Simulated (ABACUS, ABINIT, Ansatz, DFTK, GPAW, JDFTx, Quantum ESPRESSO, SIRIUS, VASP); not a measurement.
# One calculation of KBr, 9 ways

```
Br K
1.0
     0.00000    3.30000    3.30000
     3.30000    0.00000    3.30000
     3.30000    3.30000    0.00000
Br K
1 1
Cartesian
  3.3000 3.3000 3.3000
  0.0000 0.0000 0.0000
```

Alike in all runs: task single point; functional PBEsol; k mesh 7 × 7 × 7; occupations fermi-dirac, width 0.05 eV; no spin polarisation; no spin-orbit coupling. Pressure is positive in compression and, in plane waves, holds the error of the finite cutoff.

```tsv
program and potentials	plane-wave cutoff (eV)	notes	pressure (GPa)
Quantum ESPRESSO, GBRV 1.5 PBEsol	612	-	-0.49
ABACUS, PseudoDojo NC SR 0.4.1 PBEsol standard, plane waves	1007	-	-0.34
JDFTx, PseudoDojo-SR-PBEsol-0.4.1-standard with smoothed tails	1007	-	-0.34
Ansatz, all-electron LAPW, scalar-relativistic	-	-	-0.33
GPAW, PAW data sets generated for this functional	600	-	?
SIRIUS, PseudoDojo 0.4.1 PBEsol standard (scalar relativistic)	1030	-	-0.34
DFTK, PseudoDojo SR PBEsol 0.4.1 standard (PBEsol)	1007	-	-0.34
VASP, PBE PAW files Br, K_sv, 520 eV	520	potentials made for PBE	-0.28
ABINIT, PseudoDojo NC SR PBEsol v0.4.1 standard	1007	-	-0.34
```

Estimate from the other rows what the run with GPAW, PAW data sets generated for this functional gave.

Pressure -0.35 GPa. The other rows, which needn't bracket it: pressure -0.49 to -0.28.
